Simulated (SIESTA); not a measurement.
# MoP under changes of volume

One of the cells (14.353 Å³/atom); the others are scaled copies at fixed shape and fractional positions:

```
Mo P
1.0
     3.22300    0.00000    0.00000
    -1.61150    2.79120    0.00000
     0.00000    0.00000    3.19100
Mo P
1 1
Direct
  0.00000 0.00000 0.00000
  0.33333 0.66667 0.50000
```

| Item | Value |
| --- | --- |
| Program | SIESTA 5.4.2 |
| Functional | LDA |
| Potentials or basis | PseudoDojo 0.4 standard (LDA files) |
| Basis | DZP (energy shift 0.003 Ry; two zetas on semicore shells) |
| Grid cutoff | 800 Ry |
| Energy shift | 0.003 Ry |
| k mesh | 10 × 10 × 8 |
| Occupations | fermi-dirac, width 0.05 eV |
| Spin | no spin polarisation |

```csv
volume (Å³/atom),energy over the lowest point (meV/atom),pressure (GPa)
13.492,19.94,11.4
13.779,4.97,5.5
14.066,0.00,0.2
14.353,4.04,-4.6
14.640,?,?
14.927,35.41,-12.6
15.214,61.16,-16.0
```

**Question.** What does the run at 14.640 Å³/atom give?

**Answer.** Energy over the lowest point 16.08 meV/atom; pressure -8.8 GPa.

Worked out: A Birch-Murnaghan fit of order 3 (a polynomial in V^(-2/3)) to the other rows has its minimum at 14.08 Å³/atom with B0 = V·E''(V) = 245 GPa and B' = 4.4 at fixed shape and positions, which overstates the stiffness. It gives 16.12 meV/atom at 14.640 Å³/atom, against the run's 16.08, and -dE/dV = -8.8 GPa, against -8.8.

Energies are extrapolated to zero smearing.

Caveats: the basis of atomic orbitals isn't converged, which shifts pressures, moduli and gaps.
